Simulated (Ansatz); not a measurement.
# V_N (site 1) in CaTiN2 (Pmmn): charge-transition levels and formation energies

Wanted: the transition levels of a vacancy in CaTiN2 (Pmmn), from a cell of 32 host atoms with 1 N taken out.

Calculated with Ansatz 0.2.0; place-levels on PBE runs: charge-transition levels and formation energies with image-charge correction and potential alignment at the atomic sites; PAW set soft_1.

## (1) The structure

The cell holds 31 atoms: 8 Ca, 8 Ti and 15 N. Cell: a = 7.315 Å, b = 7.837 Å, c = 7.564 Å, α = 90.0°, β = 90.0°, γ = 90.0°. It derives from CaTiN2 (space group Pmmn). Nearest the centre at fractional (0.500, 0.500, 0.476): Ti27 at 2.03 Å, Ti19 at 2.03 Å, Ti12 at 2.03 Å, Ti28 at 2.03 Å, N13 at 2.70 Å, N5 at 2.70 Å, N21 at 2.70 Å, N29 at 2.70 Å.

Coordinates:

```xyz
31
Lattice="7.3153 0.0000 0.0000 0.0000 7.8369 0.0000 0.0000 0.0000 7.5644" Properties=species:S:1:pos:R:3 pbc="T T T"
Ca    0.0000    1.9592    6.4306
Ca    1.8288    0.0000    1.1338
Ti    0.0000    1.9592    3.0846
Ti    1.8288    0.0000    4.4798
N     1.8288    1.9592    3.9637
N     0.0000    0.0000    3.6007
N     0.0000    1.9592    1.2389
N     1.8288    0.0000    6.3255
Ca    0.0000    5.8777    6.4306
Ca    1.8288    3.9185    1.1338
Ti    0.0000    5.8777    3.0846
Ti    1.8288    3.9185    4.4798
N     1.8288    5.8777    3.9637
N     0.0000    3.9185    3.6007
N     0.0000    5.8777    1.2389
N     1.8288    3.9185    6.3255
Ca    3.6576    1.9592    6.4306
Ca    5.4865    0.0000    1.1338
Ti    3.6576    1.9592    3.0846
Ti    5.4865    0.0000    4.4798
N     5.4865    1.9592    3.9637
N     3.6576    0.0000    3.6007
N     3.6576    1.9592    1.2389
N     5.4865    0.0000    6.3255
Ca    3.6576    5.8777    6.4306
Ca    5.4865    3.9185    1.1338
Ti    3.6576    5.8777    3.0846
Ti    5.4865    3.9185    4.4798
N     5.4865    5.8777    3.9637
N     3.6576    5.8777    1.2389
N     5.4865    3.9185    6.3255
```

Known beforehand: the electronic dielectric constant, (8.87, 9.50, 7.71), and the static one, (45.46, 42.90, 19.17), computed on the host (DFPT, PBE).

The cell's shortest repeat is 7.3 Å.

## (2) What was run first

Levels follow from differences of total energies between charge states, each relaxed by itself.

Each atom starts 0.05 Å or so off its site in a random direction: a symmetric start keeps its symmetry, and would miss off-centre moves and Jahn–Teller distortions. Forces are taken at one point at (¼, ¼, ¼). The cell holds 1 electron fewer than the neutral one, with a uniform background that keeps it neutral on the whole.

The sampling was tested on the host first: at the k-points planned (1x1x1 shifted 0.25 0.25 0.25) its energy lies -0.002 eV an atom from the dense-mesh value, under the bound of 0.02 eV set for this test; that bounds the host's error, not the defect's.

One of the inputs; charge, spin and start change from state to state.

Contents of qp1.relax/input.yaml:

```yaml
crystal:
  lattice:
    - [7.31529761, 0.0, 0.0]
    - [0.0, 7.83690453, 0.0]
    - [0.0, 0.0, 7.56442223]
  atoms:
    - { symbol: Ca, position: [0.0, 0.25, 0.85010987] }
    - { symbol: Ca, position: [0.25, 0.0, 0.14989013] }
    - { symbol: Ti, position: [0.0, 0.25, 0.40777651] }
    - { symbol: Ti, position: [0.25, 0.0, 0.59222349] }
    - { symbol: "N", position: [0.25, 0.25, 0.52399893] }
    - { symbol: "N", position: [0.0, 0.0, 0.47600107] }
    - { symbol: "N", position: [0.0, 0.25, 0.16378022] }
    - { symbol: "N", position: [0.25, 0.0, 0.83621978] }
    - { symbol: Ca, position: [0.0, 0.75, 0.85010987] }
    - { symbol: Ca, position: [0.25, 0.5, 0.14989013] }
    - { symbol: Ti, position: [0.0, 0.75, 0.40777651] }
    - { symbol: Ti, position: [0.25, 0.5, 0.59222349] }
    - { symbol: "N", position: [0.25, 0.75, 0.52399893] }
    - { symbol: "N", position: [0.0, 0.5, 0.47600107] }
    - { symbol: "N", position: [0.0, 0.75, 0.16378022] }
    - { symbol: "N", position: [0.25, 0.5, 0.83621978] }
    - { symbol: Ca, position: [0.5, 0.25, 0.85010987] }
    - { symbol: Ca, position: [0.75, 0.0, 0.14989013] }
    - { symbol: Ti, position: [0.5, 0.25, 0.40777651] }
    - { symbol: Ti, position: [0.75, 0.0, 0.59222349] }
    - { symbol: "N", position: [0.75, 0.25, 0.52399893] }
    - { symbol: "N", position: [0.5, 0.0, 0.47600107] }
    - { symbol: "N", position: [0.5, 0.25, 0.16378022] }
    - { symbol: "N", position: [0.75, 0.0, 0.83621978] }
    - { symbol: Ca, position: [0.5, 0.75, 0.85010987] }
    - { symbol: Ca, position: [0.75, 0.5, 0.14989013] }
    - { symbol: Ti, position: [0.5, 0.75, 0.40777651] }
    - { symbol: Ti, position: [0.75, 0.5, 0.59222349] }
    - { symbol: "N", position: [0.75, 0.75, 0.52399893] }
    - { symbol: "N", position: [0.5, 0.75, 0.16378022] }
    - { symbol: "N", position: [0.75, 0.5, 0.83621978] }
  host:
    repeats: [2, 2, 1]
    atoms:
      - { symbol: Ca, position: [0.0, 0.5, 0.85010987] }
      - { symbol: Ca, position: [0.5, 0.0, 0.14989013] }
      # ... 6 more atoms of the perfect host
total_charge: 1
basis:
  ecutwfc: 420
  xc_grid: 2
hamiltonian:
  xc: pbe
  pseudopotentials: { kind: paw, azcp: { folder: soft_1 } }
kpoints:
  mp_grid: { grid: [1, 1, 1], shift: [0.25, 0.25, 0.25] }
scf:
  occupations: { method: fixed }
  max_iter: 60
output:
  forces: true
  charged_corrections:
    epsilon: [8.87, 9.5, 7.71]
    static_epsilon: [45.46, 42.9, 19.17]
    defect_position: [0.5, 0.5, 0.476001]
relax:
  f_tol: 0.03
  max_steps: 80
  random_displacement: { amplitude: 0.05, seed: 9665 }
checkpoint:
  write: "../qp1.relax.run"
  compress: false
  write_wavefunctions: true
  write_every: 100000
```

Command:

```bash
> ansatz run input.yaml --threads 4 --pin off --max-ram 15073MiB --backend cpu --events-out ev --progress --plain --runs-dir out
```

Defect states can disperse in a cell of this size, so the energy is taken again at a 2×2×2 shifted mesh, on the relaxed structure.

The run of this state that the levels use, under PBE:

Contents of qp1.point/input.yaml:

```yaml
crystal:
  checkpoint: "../qp1.relax.run"
  host: checkpoint
total_charge: 1
basis:
  ecutwfc: 420
  xc_grid: 2
hamiltonian:
  xc: pbe
  pseudopotentials: { kind: paw, azcp: { folder: soft_1 } }
kpoints:
  mp_grid: { grid: [2, 2, 2], shift: [0.5, 0.5, 0.5] }
scf:
  occupations: { method: fermi_dirac, width: 0.01 }
  max_iter: 60
output:
  forces: true
  eigenvalues: true
  charged_corrections:
    epsilon: [8.87, 9.5, 7.71]
    static_epsilon: [45.46, 42.9, 19.17]
    defect_position: [0.5, 0.5, 0.476001]
  eigenstates: { localisation: true }
  populations: true
  band_densities: [{ bands: [v1, v1] }, { bands: [c1, c1] }]
  write_density: true
  write_potential: true
  volumetric_format: npy
  elf: true
checkpoint:
  read: "../qp1.relax.run"
  write: "../qp1.point.run"
  compress: false
  write_wavefunctions: false
  write_every: 100000
```

Relaxations under PBE at one point at (¼, ¼, ¼); times on 4 threads of Arm Neoverse V2, shared host:

| charge | moment (μB) | occupations | outcome | steps | largest displacement against the far atoms (Å) | time |
| --- | --- | --- | --- | --- | --- | --- |
| 0 | 1 | fixed | converged | 9 | 0.21 | 42 s |
| +1 | 0 | fixed | converged | 8 | 0.18 | 21 s |
| +2 | 1 | fixed | converged | 7 | 0.22 | 38 s |

Single points under PBE at a 2×2×2 shifted mesh; times on 4 threads of Arm Neoverse V2, shared host:

| charge | moment (μB) | occupations | outcome | time |
| --- | --- | --- | --- | --- |
| 0 | 1 | fermi-dirac | converged | 46 s |
| +1 | 0 | fermi-dirac | converged | 13 s |
| +2 | 1 | fermi-dirac | converged | 35 s |

Distances (Å) from the ideal centre to the nearest atoms after relaxation with PBE:

| charge | moment (μB) | 1. | 2. | 3. | 4. | 5. | 6. |
| --- | --- | --- | --- | --- | --- | --- | --- |
| 0 | 1 | Ti 2.07 | Ti 2.08 | Ti 2.09 | Ti 2.09 | N 2.60 | N 2.61 |
| +1 | 0 | Ti 2.08 | Ti 2.09 | Ti 2.10 | Ti 2.10 | N 2.61 | N 2.61 |
| +2 | 1 | Ti 2.11 | Ti 2.13 | Ti 2.13 | Ti 2.13 | N 2.58 | N 2.59 |

## (3) Placing the levels, PBE, a 2×2×2 shifted mesh

A charged cell interacts with its images and the background, and its potential has another zero than the host's. place-levels removes the first by a point-charge model, screened by the static dielectric constant since the ions have relaxed around the charge, and the second by comparing potentials at atoms far from the defect.

The host is a run of the defect-free crystal in the same cutoffs, grids and k-points, so that basis and sampling errors cancel in part in the differences. The host is run in a cell of 8 atoms on a matching mesh. Its band edges are searched through the zone by a band path, so the gap is smaller than, or equal to, that on the mesh. Chemical potentials are energies per atom of N (N2 molecule), run with the same functional and cutoff.

Contents of levels.point.yaml:

```yaml
host:
  run: host.point.run
states: [q0_M1.point.run, qp1.point.run, qp2_M1.point.run]
geometry_from:
  q0_M1.point.run: q0_M1.relax.run
  qp1.point.run: qp1.relax.run
  qp2_M1.point.run: qp2_M1.relax.run
  host.point.run: host.relax.run
chemical_potentials:
  "N":
    energy: -384.01636
    dataset: "<sha256 of the dataset>"
epsilon: [8.87, 9.5, 7.71]
static_epsilon: [45.46, 42.9, 19.17]
vertical:
  - { from: qp1.point.run, to: qp1.point_neutral.run }
  - { from: qp2_M1.point.run, to: qp2_M1.point_neutral.run }
```

Command:

```bash
> ansatz place-levels levels.point.yaml -- --threads 4 --pin off --max-ram 15073MiB
```

Numbers of over 12 decimals in the logs are rounded to 6 here.

Output:

```text
[... repeated set-up lines and file paths are left out, and long positions are rounded to six places ...]
(+2/+1) 0.245 eV above the valence edge, 0.509 eV under the conduction edge
(+1/0) 0.771 eV above the valence edge (+1.242 eV without the band-filling correction), in the conduction band
formation energy of charge +2: +1.023 eV with the Fermi level at the valence edge
formation energy of charge +1: +1.269 eV with the Fermi level at the valence edge
formation energy of charge 0: +2.040 eV with the Fermi level at the valence edge
vertical +1 to 0: no energy, since no alignment is typed
  the change from vertical[0].from (qp1.point.run) to vertical[0].to (qp1.point_neutral.run): by its potential at epsilon [8.87, 9.5, 7.71] it stands at 0.499 0.500 0.494, with an rms radius of about 4.2 Å (2.7 3.0 1.3 Å across the planes of the cell's [...]
vertical +2 to 0: no energy, since no alignment is typed
  the change from vertical[1].from (qp2_M1.point.run) to vertical[1].to (qp2_M1.point_neutral.run): by its potential at epsilon [8.87, 9.5, 7.71] it stands at 0.502 0.500 0.501, with an rms radius of about 3.1 Å (1.9 2.1 1.2 Å across the planes of the cell's [...]
  edges by pbe, gap 0.755 eV; the host is sampled to repeats of 21.05 Å
  the defect's cells are sampled to repeats of 21.05 Å, like sampling
  charge +2: -40355.7284 eV with its correction of -0.384 eV, at epsilon [45.46, 42.9, 19.17], aligned at sites: -0.3425 eV, mean over 15 atomic sites at or beyond 3.66 Å from the host's site at [0.4997, 0.4998, 0.4763] by the defect at [0.5000, 0.5000, [...]
  charge +1: -40345.6986 eV with its correction of -0.241 eV, at epsilon [45.46, 42.9, 19.17], aligned at sites: -0.3160 eV, mean over 15 atomic sites at or beyond 3.66 Å from the host's site at [0.4997, 0.4998, 0.4763] by the defect at [0.5000, 0.5000, [...]
  charge 0: +0.000 eV for its dipole among its images, +0.000 omitted
  of states[2] (qp2_M1.point.run): it parts from the run at its places by a charge that spreads by about 2.1 Å along one vector (1.4 Å or more is wide), by its potential at epsilon [8.87, 9.5, 7.71], taken for that of held ions (one typed too small widens [...]
  of states[1] (qp1.point.run): it parts from the run at its places by a charge that spreads by about 3 Å along one vector (1.4 Å or more is wide), by its potential at epsilon [8.87, 9.5, 7.71], taken for that of held ions (one typed too small widens it), [...]
  of states[0] (q0_M1.point.run): a band-filling correction moves a carrier to the host's band edge, which changes its energy by -0.471 eV; its displacements don't fall off away from the defect: farther atoms stand 0.04 Å off the host's places. [...]
  of vertical[0].from (qp1.point.run): its displacements don't fall off away from the defect: farther atoms stand 0.029 Å off the host's places. [...]
  of vertical[0].to (qp1.point_neutral.run): its displacements don't fall off away from the defect: farther atoms stand 0.029 Å off the host's places. [...]
  of vertical[1].from (qp2_M1.point.run): its displacements don't fall off away from the defect: farther atoms stand 0.035 Å off the host's places. [...]
  of vertical[1].to (qp2_M1.point_neutral.run): its displacements don't fall off away from the defect: farther atoms stand 0.035 Å off the host's places. [...]
```

It took 0.22 s on 4 threads of Arm Neoverse V2, shared host.

Under PBE the gap is 0.75 eV, (+2/+1) 0.25, (+1/0) 0.77 (outside the gap) (with band filling) eV.

Levels between the charges placed, in eV above the valence top:

|  | gap (eV) | (+2/+1) | (+1/0) |
| --- | --- | --- | --- |
| PBE | 0.75 | 0.25 | 0.77 |

Corrections by state:

| charge | moment (μB) | image terms and alignment (eV) | band filling (eV) | ε used | over the lowest of its charge, as the program ranks them, band filling apart (eV) |
| --- | --- | --- | --- | --- | --- |
| +2 | 1.0 | -0.384 | - | principal values (19.17, 42.90, 45.46) | 0.000 |
| +1 | 0.0 | -0.241 | - | principal values (19.17, 42.90, 45.46) | 0.000 |
| 0 | 1.0 | 0.000 | -0.471 | - | 0.000 |

The charged structures listed were also run neutral, and place-levels reads from each pair, by the potential or the spins, how wide the charge is by which they differ; that can be the carrier of either run.

| charge | rms radius (Å) | spread where it is widest against the cell (Å) | wide from (Å) | reading |
| --- | --- | --- | --- | --- |
| +2 | 3.1 | 2.09 | 1.36 | wide |
| +1 | 4.2 | 2.98 | 1.36 | wide |

The neutral runs of these pairs need not share the spin of the lowest neutral state, and very wide values only mean spread over the cell.

From the program's caveats on the states, each cut to its opening words:

- charge +2 (1 μB): it parts from the run at its places by a charge that spreads by about 2.1 Å along one vector (1.4 Å or more is wide), by its potential at epsilon [8.87, 9.5, [...]
- charge +2 (1 μB): its displacements don't fall off away from the defect: farther atoms stand 0.035 Å off the host's places
- charge +1: it parts from the run at its places by a charge that spreads by about 3 Å along one vector (1.4 Å or more is wide), by its potential at epsilon [8.87, 9.5, [...]
- charge +1: its displacements don't fall off away from the defect: farther atoms stand 0.029 Å off the host's places
- charge 0 (1 μB): a band-filling correction moves a carrier to the host's band edge, which changes its energy by -0.471 eV
- charge 0 (1 μB): its displacements don't fall off away from the defect: farther atoms stand 0.04 Å off the host's places

Chemical potentials of the elements' reference phases, run alike. Formation energy by charge state (elemental references; gap 0.75 eV):

| charge | at valence top (eV) | at conduction bottom (eV) | correction included (eV) |
| --- | --- | --- | --- |
| +2 | 1.02 | 2.53 | -0.38 |
| +1 | 1.27 | 2.02 | -0.24 |
| 0 | 2.04 | 2.04 | -0.47 |

```tsv
Fermi level (eV)	lowest formation energy (eV)
0.00	1.02
0.07	1.16
0.14	1.30
0.21	1.43
0.27	1.54
0.34	1.61
0.41	1.68
0.48	1.75
0.55	1.82
0.62	1.89
0.69	1.95
0.75	2.02
```

## (4) The same at the relaxations' own k-points

The relaxations' own energies give the levels at their sampling, for comparison.

Contents of levels.relax_mesh.yaml:

```yaml
host:
  run: host.relax.run
states: [q0_M1.relax.run, qp1.relax.run, qp2_M1.relax.run]
chemical_potentials:
  "N":
    energy: -384.01636
    dataset: "<sha256 of the dataset>"
```

Command:

```bash
> ansatz place-levels levels.relax_mesh.yaml -- --threads 4 --pin off --max-ram 15073MiB
```

Output:

```text
(+2/+1) 0.233 eV above the valence edge, 0.522 eV under the conduction edge
[...]
formation energy of charge +2: +1.024 eV with the Fermi level at the valence edge
formation energy of charge +1: +1.257 eV with the Fermi level at the valence edge
formation energy of charge 0: +2.050 eV with the Fermi level at the valence edge
  edges by pbe, gap 0.755 eV; the host is sampled to repeats of 10.52 Å
[... the lines on each state left out ...]
```

It took 0.07 s on 4 threads.

Levels between neighbouring charges, in eV above the valence top:

|  | gap (eV) | (+2/+1) | (+1/0) |
| --- | --- | --- | --- |
| one point at (¼, ¼, ¼) | 0.76 | 0.23 | 0.79 |
| a 2×2×2 shifted mesh | 0.75 | 0.25 | 0.77 |

Going from one point at (¼, ¼, ¼) to a 2×2×2 shifted mesh moves the levels that carry no band-filling term by up to 0.01 eV and formation energies against the elements by up to 0.01 eV; band-filling terms, which differ between samplings, are in these energies.

## (5) Placing the levels, PBE, k-mesh 1x1x1 Gamma

The energy is taken again at the zone centre alone, on the same structure.

Contents of qp1.s0/input.yaml:

```yaml
crystal:
  checkpoint: "../qp1.relax.run"
  host: checkpoint
total_charge: 1
basis:
  ecutwfc: 420
  xc_grid: 2
hamiltonian:
  xc: pbe
  pseudopotentials: { kind: paw, azcp: { folder: soft_1 } }
kpoints:
  mp_grid: { grid: [1, 1, 1] }
scf:
  occupations: { method: fermi_dirac, width: 0.01 }
  max_iter: 60
output:
  forces: true
  eigenvalues: true
  charged_corrections:
    epsilon: [8.87, 9.5, 7.71]
    static_epsilon: [45.46, 42.9, 19.17]
    defect_position: [0.5, 0.5, 0.476001]
checkpoint:
  read: "../qp1.relax.run"
  write: "../qp1.s0.run"
  compress: false
  write_wavefunctions: false
  write_every: 100000
```

The job ended after 2.1 s (4 threads; peak memory 0.54 GiB).

Contents of levels.s0.yaml:

```yaml
host:
  run: host.s0.run
states: [q0_M1.s0.run, qp1.s0.run, qp2_M1.s0.run]
geometry_from:
  q0_M1.s0.run: q0_M1.relax.run
  qp1.s0.run: qp1.relax.run
  qp2_M1.s0.run: qp2_M1.relax.run
  host.s0.run: host.relax.run
chemical_potentials:
  "N":
    energy: -384.01636
    dataset: "<sha256 of the dataset>"
```

Command:

```bash
> ansatz place-levels levels.s0.yaml -- --threads 4 --pin off --max-ram 15073MiB
```

Output:

```text
(+2/+1) 0.411 eV above the valence edge, 0.217 eV under the conduction edge
[...]
formation energy of charge +2: +0.414 eV with the Fermi level at the valence edge
formation energy of charge +1: +0.825 eV with the Fermi level at the valence edge
formation energy of charge 0: +1.490 eV with the Fermi level at the valence edge
  edges by pbe, gap 0.628 eV; the host is sampled to repeats of 7.32 Å
[... the lines on each state left out ...]
```

Wall time 0.13 s (4 threads).

Under PBE the gap is 0.63 eV, (+2/+1) 0.41, (+1/0) 0.67 (outside the gap) (with band filling) eV.

## (6) place-levels, PBE, k-mesh 1x1x1 zone corner

The energy is taken again at a 1×1×1 shifted mesh, on the same structure.

qp1.s1/input.yaml, as its differences from qp1.s0/input.yaml of step 5:

```diff
@@ -11,3 +11,3 @@
 kpoints:
-  mp_grid: { grid: [1, 1, 1] }
+  mp_grid: { grid: [1, 1, 1], shift: [0.5, 0.5, 0.5] }
 scf:
@@ -24,3 +24,3 @@
   read: "../qp1.relax.run"
-  write: "../qp1.s0.run"
+  write: "../qp1.s1.run"
   compress: false
```

Wall time 2.1 s (4 threads); peak memory 0.68 GiB.

Contents of levels.s1.yaml:

```yaml
host:
  run: host.s1.run
states: [q0_M1.s1.run, qp1.s1.run, qp2_M1.s1.run]
geometry_from:
  q0_M1.s1.run: q0_M1.relax.run
  qp1.s1.run: qp1.relax.run
  qp2_M1.s1.run: qp2_M1.relax.run
  host.s1.run: host.relax.run
chemical_potentials:
  "N":
    energy: -384.01636
    dataset: "<sha256 of the dataset>"
```

Command:

```bash
> ansatz place-levels levels.s1.yaml -- --threads 4 --pin off --max-ram 15073MiB
```

Output:

```text
(+2/+1) 0.041 eV above the valence edge, 0.739 eV under the conduction edge
[...]
formation energy of charge +2: +0.193 eV with the Fermi level at the valence edge
formation energy of charge +1: +0.234 eV with the Fermi level at the valence edge
formation energy of charge 0: +1.051 eV with the Fermi level at the valence edge
  edges by pbe, gap 0.779 eV; the host is sampled to repeats of 10.52 Å
[... the lines on each state left out ...]
```

Elapsed: 0.13 s, on 4 threads.

Under PBE the gap is 0.78 eV, (+2/+1) 0.04, (+1/0) 0.82 (outside the gap) (with band filling) eV; the stage before (PBE, at other k-points) gave a gap of 0.63 eV and levels within 0.37 eV of these.

(Continued in part 2 of 2.)

[Logs are printed without paths, hosts, clocks, repeated set-up lines and the standing remarks that a program may print on its own settings, such as how far it seeks lower states.]

[Hosts, paths, dates, database ids (printed as entryN), source tags and the programs' standing remarks are cut or masked in the printed files.]

[Where a table of states has a column of steps, it counts the stored structures, which are thinned; the runs took as many ionic steps or more.]

[A defect's name tells the site on which it was built; relaxed atoms can leave that site.]

[For some hosts the program warned that the k-mesh of the response run may be too coarse for force constants and the static dielectric constant; such warnings are not shown here.]
